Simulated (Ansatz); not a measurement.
# SiNi2: the cost of one run

Program: Ansatz 0.2.0. Level of theory: DFT r2SCAN, scalar-relativistic, plane waves, PAW. These are calculated values, not measurements.

2 further runs of the same task are left out: 2 set aside as unsound or not needed.

**1. The system as given**

Symmetry: P6_3/mmc, No. 194, hexagonal system. The conventional cell has a = 3.870 Å, b = 3.870 Å, c = 4.927 Å, α = 90.00°, β = 90.00°, γ = 120.00°. Si (site symmetry -6m2) is surrounded by 11 Ni at 2.23 to 2.55 Å. Around Ni (site symmetry -3m) lie 8 Ni at 2.46 to 2.55 Å and 6 Si at 2.55 Å. Around Ni (site symmetry -6m2) lie 5 Si at 2.23 to 2.46 Å and 6 Ni at 2.55 Å.

As a file:

```
Si Ni
1.0
     3.86955    0.00000    0.00000
    -1.93477    3.35112    0.00000
     0.00000    0.00000    4.92681
Si Ni
2 4
Direct
  0.33333 0.66667 0.75000
  0.66667 0.33333 0.25000
  0.00000 0.00000 0.00000
  0.00000 0.00000 0.50000
  0.33333 0.66667 0.25000
  0.66667 0.33333 0.75000
```

This cell was relaxed beforehand with the same method: volume 10.65 Å³/atom, gap on the mesh none (metal).

**2. Reference cell for the strains**

Input file input.yaml:

```yaml
crystal:
  lattice:
    - [3.8695454863, 0.0, 0.0]
    - [-1.9347727431, 3.3511246922, 0.0]
    - [0.0, 0.0, 4.9268112094]
  atoms:
    - { symbol: Si, position: [0.3333333333, 0.6666666667, 0.75] }
    - { symbol: Si, position: [0.6666666667, 0.3333333333, 0.25] }
    - { symbol: Ni, position: [0.0, 0.0, 0.0] }
    - { symbol: Ni, position: [0.0, 0.0, 0.5] }
    - { symbol: Ni, position: [0.3333333333, 0.6666666667, 0.25] }
    - { symbol: Ni, position: [0.6666666667, 0.3333333333, 0.75] }
basis:
  ecutwfc: 500
kpoints:
  mp_grid: { grid: [12, 12, 8] }
hamiltonian:
  xc: r2scan
scf:
  occupations: { method: gaussian, width: 0.1 }
output:
  forces: true
  stress: true
  eigenvalues: true
```

Launch:

```sh
ansatz run input.yaml --threads 1 --pin off --max-ram 2560MiB --backend cpu --events-out ev --progress --plain --runs-dir out
```

What time and memory should one allow on 1 thread of Arm Neoverse V2, shared host?

About 52 s, with a peak of 0.65 GiB.
